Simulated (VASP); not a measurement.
## From VASP inputs to Ansatz: NaCl (rocksalt)

INCAR

```
PREC = Accurate
LCHARG = .FALSE.
LASPH = .TRUE.
NSW = 0
LREAL = .FALSE.
ISMEAR = 0
ALGO = Normal
EDIFF = 1E-7
IBRION = -1
SIGMA = 0.01
NBANDS = 14
NELM = 120
ENCUT = 520
LWAVE = .FALSE.
ISIF = 2
METAGGA = R2SCAN
```

KPOINTS

```
KPOINTS created by Atomic Simulation Environment
0
Gamma
8 8 8
0 0 0
```

KPOINTS_OPT

```
special points
6
Reciprocal
0.0000000000 0.0000000000 0.0000000000 1
0.5000000000 0.0000000000 0.5000000000 1
0.5000000000 0.2500000000 0.7500000000 1
0.3750000000 0.3750000000 0.7500000000 1
0.5000000000 0.5000000000 0.5000000000 1
0.6250000000 0.2500000000 0.6250000000 1
```

POSCAR

```
Na Cl
 1.0000000000000000
    -0.0000000000000000    2.8026988166785491    2.8026988166785491
     2.8026988166785491    0.0000000000000000    2.8026988166785491
     2.8026988166785491    2.8026988166785491    0.0000000000000000
 Na  Cl
   1   1
Cartesian
  0.0000000000000000 -0.0000000000000000  0.0000000000000000
  2.8026988166785491  2.8026988166785491  2.8026988166785491
```

VASP ran with the recommended PBE PAW datasets (14 valence electrons in the cell).

Translate these files to an Ansatz input.



```yaml
crystal:
  lattice:
    - [0.0, 2.8026988167, 2.8026988167]
    - [2.8026988167, 0.0, 2.8026988167]
    - [2.8026988167, 2.8026988167, 0.0]
  atoms:
    - { symbol: Na, position: [0.0, 0.0, 0.0] }
    - { symbol: Cl, position: [0.5, 0.5, 0.5] }
kpoints:
  mp_grid: { grid: [8, 8, 8] }
  band_path:
    path:
      - [0.0, 0.0, 0.0]
      - [0.5, 0.0, 0.5]
      - [0.5, 0.25, 0.75]
      - [0.375, 0.375, 0.75]
      - [0.5, 0.5, 0.5]
      - [0.625, 0.25, 0.625]
    npoints: 1
hamiltonian:
  xc: r2scan
scf:
  occupations: { method: fixed }
  n_extra_bands: 4
output:
  forces: true
  stress: true
  eigenvalues: true
```

Other inputs would serve too.

```csv
,VASP,Ansatz
gap between bands v and c,6.00 eV,5.98 eV
least direct gap,6.00 eV,5.98 eV
pressure,-0.1 GPa,0.0 GPa
```

Each program uses its own PAW datasets. VASP's cell holds 14 valence electrons and Ansatz's 16. Ansatz's stress includes a Pulay correction; VASP's doesn't.
